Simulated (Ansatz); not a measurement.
**What do other settings change for wurtzite SiC, size series (200 atoms)?**

The cell holds 200 atoms: 100 Si and 100 C. Cell: a = 15.380 Å, b = 15.380 Å, c = 10.096 Å, α = 90.0°, β = 90.0°, γ = 120.0°. It derives from SiC (wurtzite), repeated 5×5×2. Wurtzite SiC (a = 3.076 Å, c = 5.048 Å), 5 x 5 x 2 conventional cells; every coordinate displaced by a Gaussian of 0.08 Å.

Geometry: as built.

Reference run: Kohn-Sham DFT, PBEsol, PAW (set soft_2), plane waves (Ansatz 0.2.0), cutoff 420 eV, k-mesh 2×2×3, fixed occupations.

```
r.m.s. force component                           : 2.438 eV/Å
pressure                                         : 5.866 GPa
gap (highest filled to lowest empty level) : 1.388 eV
SCF cycles                                       : 8
time                                             : 7.1 min on 4 threads of Intel Xeon 6975P-C (Granite Rapids), shared host
```

**Question.** The cell is repeated and solved at Γ. How do error, time and memory go?
- plane waves, 200 atoms (1×1×1)
- support functions, 200 atoms (1×1×1)
- plane waves, 400 atoms (1×1×2)
- support functions, 400 atoms (1×1×2)

Differences are against the typed cell on a 2×2×3 mesh, which samples like Γ on 2400 atoms (r.m.s. force component 2.44 eV/Å, gap 1.39 eV). Every repeated cell is solved at Γ, and forces are averaged over the copies of each atom. Hardware: 4 threads of Intel Xeon 6975P-C (Granite Rapids), shared host.

```
atoms  repeats              basis  Δ force, r.m.s. (meV/Å)  Δ energy (meV/atom)  less plane waves of the same size (meV/atom)  gap (eV)  spread among copies (meV/Å)  SCF cycles     time  host memory (GiB)
  200    1×1×1        plane waves                     36.3                 8.41                                             -                    1.55                            -           8     15 s                3.3
  200    1×1×1  support functions                     36.3                 6.45                                          -2.0                    1.55                            -           9     90 s                5.3
  400    1×1×2        plane waves                     18.9                 9.57                                             -                    1.55                            0           8     72 s                8.7
  400    1×1×2  support functions                     19.0                 7.64                                          -1.9                    1.55                         0.15           9  3.8 min                8.2
```

Repeating the cell at Γ samples more k-points: in plane waves the energy difference from the dense mesh goes from 8.41 meV/atom at 200 atoms to 9.57 at 400, and the force difference from 36 to 19 meV/Å; the gap stays at 1.55 eV. At equal size the support functions lie 1.9 to 2.0 meV/atom below plane waves, likely because their grid holds more waves than 420 eV; no run tests this. At the largest size the support functions' forces differ from the reference by 0.78 % of the r.m.s. force, which holds the difference of sampling between the two as well as that of the basis.

[Logs are printed without paths, hosts, clocks, repeated set-up lines and the standing remarks that a program may print on its own settings, such as how far it seeks lower states.]

[Hosts, paths, dates, database ids (printed as entryN), source tags and the programs' standing remarks are cut or masked in the printed files.]
